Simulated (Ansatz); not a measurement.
# hcp against fcc along the alkali metals

These are results of DFT, revPBE, plane waves (420 eV) with PAW, scalar-relativistic (Ansatz 0.2.0), not measurements. The PAW files were generated under PBE, with cores re-solved for the functional.

Each structure is relaxed within its symmetry, in the lowest magnetic state of the tried starts. Differences under about 8 meV lie within the error of the k-point mesh.

```
element  E(hcp) − E(fcc) (meV/atom)  V(hcp) (Å³/atom)  V(fcc) (Å³/atom)       state of hcp       state of fcc
     Li                           0             21.14             21.12  spin not included  spin not included
     Na                          -1             39.44             39.40  spin not included  spin not included
      K                          -1             80.05             80.11  spin not included  spin not included
     Rb                           ?                 ?                 ?                  ?                  ?
     Cs                           0            129.14            128.75  spin not included  spin not included
```

(1) Fill in the row of Rb.

Results:

(1) E(hcp) − E(fcc) (meV/atom): 0; V(hcp) (Å³/atom): 99.51; V(fcc) (Å³/atom): 99.71; state of hcp: spin not included; state of fcc: spin not included.
